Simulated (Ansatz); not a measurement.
# A series in volume scale on Sn

All results are calculated (Ansatz 0.2.0). Plane-wave DFT, scalar-relativistic PAW made under PBE with cores redone for the functional, no dispersion; the given relaxed cell is scaled uniformly, energy at zero smearing counts from the unscaled cell, pressure at the given Fermi-Dirac smearing is positive in compression.

The cell before it is scaled or strained (space group Im-3m, No. 229):
```
Sn
1.0
     -1.9036     1.9036     1.9036
      1.9036    -1.9036     1.9036
      1.9036     1.9036    -1.9036
Sn
1
Direct
  0.00000 0.00000 0.00000
```

Settings of every row: spin polarised no; functional PBE; wave cutoff 420 eV; smearing width 0.1 eV; k mesh 19x19x19.

Atom starting moment: 0 on all atoms.

Limits: the cell comes from a prototype or a list of computed structures and needn't be the stable phase.

| row | volume scale | V (Å³/atom) | energy change per atom (meV) | pressure (GPa) |
| --- | --- | --- | --- | --- |
| 1 | 0.88 | 24.281 | 77.39 | 8.39 |
| 2 | 0.92 | 25.385 | ? | ? |
| 3 | 0.96 | 26.489 | 7.78 | 2.28 |
| 4 | 1.04 | 28.696 | 5.4 | -1.57 |
| 5 | 1.08 | 29.8 | 21.38 | -2.93 |
| 6 | 1.12 | 30.903 | 45.81 | -4.01 |

Question: what energy change per atom and pressure should row 2 give?

Worked fit of energy change per atom. Take u = (V_r/V)^(2/3) − 1 with V_r = 28.696 Å³ an atom, which is twice the finite (Eulerian) strain; such expansions in the strain, on which the Birch-Murnaghan equation of state is built, carry the rest volume and the bulk modulus. The shown rows have u = 0.11781, 0.0548, 0, -0.02485, -0.0482. Least squares give energy change per atom = 5.075 − 426.253 × u + 8819.11 × u² meV; a straight line predicts inner rows, each left out in turn, worse (root mean square 29 against 0.7 meV). The rows lie off it by 0.13, -0.42, 0.33, 0.27, -0.30 (root mean square 0.3 meV). The withheld row has u = 0.08517, so the fit gives 5.075 − 426.253 × (0.08517) + 8819.11 × (0.08517)² = 32.74 meV.

The calculation gave 32.11 meV. The fit lies 0.63 meV (2 % of the value, 0.88 % of the column's range) above it; its largest miss of a shown row is 0.42 meV.

Worked fit of pressure. Take u = (V_r/V)^(2/3) − 1 with V_r = 28.696 Å³ an atom, which is twice the finite (Eulerian) strain; such expansions in the strain, on which the Birch-Murnaghan equation of state is built, carry the rest volume and the bulk modulus. The shown rows have u = 0.11781, 0.0548, 0, -0.02485, -0.0482. Least squares give pressure = −1.596 + 59.769 × u + 211.44 × u² GPa; a straight line predicts inner rows, each left out in turn, worse (root mean square 0.71 against 0.057 GPa). The rows lie off it by 0.01, -0.03, 0.03, 0.02, -0.02. The pressure vanishes at u = 0.0246, or V = 27.67 Å³ an atom, and there the bulk modulus at fixed shape and fractions is B = −V dP/dV = (2/3)(1 + u) dP/du = 47.9 GPa. The withheld row has u = 0.08517, so the fit gives −1.596 + 59.769 × (0.08517) + 211.44 × (0.08517)² = 5.03 GPa.

The calculation gave 4.97 GPa. The fit lies 0.06 GPa (1.2 % of the value, 0.48 % of the column's range) above it; its largest miss of a shown row is 0.03 GPa.
